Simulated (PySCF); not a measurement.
**Partial charges of acetic acid**

Acetic acid, C₂H₄O₂.
Z-matrix (Å and degrees, GFN2-xTB geometry), rows numbered from 1:
```
C 
C   1  1.5012
O   2  1.2002  1  125.98
O   2  1.3411  1  111.62  3   179.94
H   1  1.0874  2  109.19  3  -120.88
H   1  1.0852  2  109.87  3     0.11
H   1  1.0873  2  109.18  3   121.06
H   4  0.9699  2  110.46  1  -179.98
```

Density: PBE0/pcSseg-1 (PySCF); schemes: Mulliken, IAO, Hirshfeld and ESP-fitted. Isolated species at its GFN2-xTB geometry (one conformer only).

Task: Atoms with like bonding are taken together and averaged. At which atom do the 4 schemes differ most?

Result: At C2: from +0.218 (Hirshfeld) to +0.815 e (ESP-fitted), 0.597 e apart.

Task: For which atoms does the sign change between the 4 schemes (beyond +0.03 e in one, beyond −0.03 e in another)?

Result: For none.

Task: Which atoms carry the lowest charge in the Mulliken, IAO, Hirshfeld and ESP-fitted schemes?

Result: The schemes don't all agree: Mulliken O3 (-0.401); IAO O4 (-0.489); Hirshfeld O3 (-0.281); ESP-fitted O4 (-0.614).

Task: Give the atomic charges in each scheme.

Result: In e; atoms taken as equivalent share a row and are averaged (×n: the atom named and its like, n in all):

| atom | environment | Mulliken | IAO | Hirshfeld | ESP-fitted |
| --- | --- | --- | --- | --- | --- |
| C1 | methyl carbon next to a carbonyl | -0.266 | -0.479 | -0.119 | -0.558 |
| C2 | carboxylic acid carbon | +0.357 | +0.542 | +0.218 | +0.815 |
| O3 | acid carbonyl oxygen | -0.401 | -0.464 | -0.281 | -0.572 |
| O4 | acid hydroxyl oxygen | -0.368 | -0.489 | -0.180 | -0.614 |
| H5/H6/H7 | methyl hydrogen | +0.145 | +0.173 | +0.058 | +0.168 |
| H8 | acid proton | +0.242 | +0.371 | +0.186 | +0.425 |

Mean size of the charges over all atoms: ESP-fitted 0.436 e, IAO 0.358 e, Mulliken 0.259 e, Hirshfeld 0.145 e. Each set sums to the total charge, 0, to within 0.001 e. The Mulliken scheme counts on each atom the diagonal of the density matrix times the overlap matrix over that atom's basis functions. The ESP scheme fits charges at the nuclei, held to the total charge, to the electrostatic potential on points at 1.4 to 2.0 times the van der Waals radii.

Task: How closely do the schemes follow one another over all atoms?

Result: Correlation coefficient and root-mean-square difference: IAO with ESP-fitted 0.99, 0.118 e; Mulliken with IAO 0.99, 0.121 e; Mulliken with Hirshfeld 0.98, 0.121 e; Mulliken with ESP-fitted 0.98, 0.229 e; IAO with Hirshfeld 0.96, 0.234 e; Hirshfeld with ESP-fitted 0.96, 0.338 e.

Task: Sum the charges by element.

Result: 
| element | atoms | Mulliken | IAO | Hirshfeld | ESP-fitted |
| --- | --- | --- | --- | --- | --- |
| C | 2 | +0.092 | +0.062 | +0.099 | +0.257 |
| O | 2 | -0.769 | -0.953 | -0.461 | -1.185 |
| H | 4 | +0.677 | +0.890 | +0.362 | +0.928 |

Task: How many electrons does the Mulliken scheme count on C2?

Result: Z − q = 6 − (+0.357) = 5.643.

The run behind these numbers computed NMR shieldings as well. Time: 3.8 s wall. Hardware: one thread, Arm Neoverse V2, on a shared host.
